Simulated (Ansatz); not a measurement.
TiSi2:

```
Ti Si
1.0
     4.37464    0.00000    0.00000
    -2.18732    3.78855    0.00000
     0.00000    0.00000    2.56101
Ti Si
1 2
Direct
  0.00000 0.00000 0.00000
  0.33333 0.66667 0.50000
  0.66667 0.33333 0.50000
```

The cell was built by a generator and needn't be a form met in nature.

Program: Ansatz 0.2.0. Alike in all runs: task band structure; potentials or basis Ansatz PAW; no spin polarisation; cell as given; k mesh 7 × 7 × 10; cutoff (eV) 420; smearing fermi-dirac 0.05 eV.

Problem. Order these runs on this cell by their pressure, lowest first.
A. level PBE+U; U Ti d U = 6 eV; hubbard projectors ortho-atomic (the default); double counting fll (the default)
B. level PBEsol+U; U Ti d U = 1 eV; hubbard projectors ortho-atomic (the default); double counting fll (the default)
C. level PBE

Solution. B (-3.2 GPa), C (-0.2 GPa), A (9.4 GPa).

Caveats: U without spin polarisation on a metal has little footing (some runs); the U is typed as a test and isn't derived for this compound (some runs); the PAW data sets come from PBE, with cores solved anew for the run's functional, which leaves a small shift of forces and pressure (some runs).
